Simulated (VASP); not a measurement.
Hf under changes of volume

One of the cells (22.320 Å³/atom); the others are scaled copies at fixed shape and fractional positions:

```xyz
1
Lattice="0.0000 2.2347 2.2347 2.2347 0.0000 2.2347 2.2347 2.2347 0.0000" Properties=species:S:1:pos:R:3 pbc="T T T"
Hf    0.0000    0.0000    0.0000
```

This isn't the form of Hf at room conditions, which is hcp.

```yaml
Program: VASP 6.6.1
Functional: PBE
Potentials_or_basis: VASP PAW PBE potentials, release 64 (Hf_pv)
Cutoff: 520 eV
k_mesh: 10 × 10 × 10
Occupations: fermi-dirac, width 0.05 eV
Spin: no spin polarisation
```

```tsv
volume (Å³/atom)	energy over the lowest point (meV/atom)	pressure (GPa)
20.569	55.87	10.5
21.007	31.12	7.6
21.444	?	?
22.320	0.00	0.4
22.757	1.79	-1.5
23.195	8.69	-3.3
```

**Question.** What does the run at 21.444 Å³/atom give?

**Answer.** Energy over the lowest point 14.02 meV/atom; pressure 5.0 GPa.

Worked out: A Birch-Murnaghan fit of order 3 (a polynomial in V^(-2/3)) to the other rows has its minimum at 22.40 Å³/atom with B0 = V·E''(V) = 104 GPa and B' = 4.1. It gives 14.07 meV/atom at 21.444 Å³/atom, against the run's 14.02, and -dE/dV = 4.9 GPa, against 5.0.

Energies are extrapolated to zero smearing.
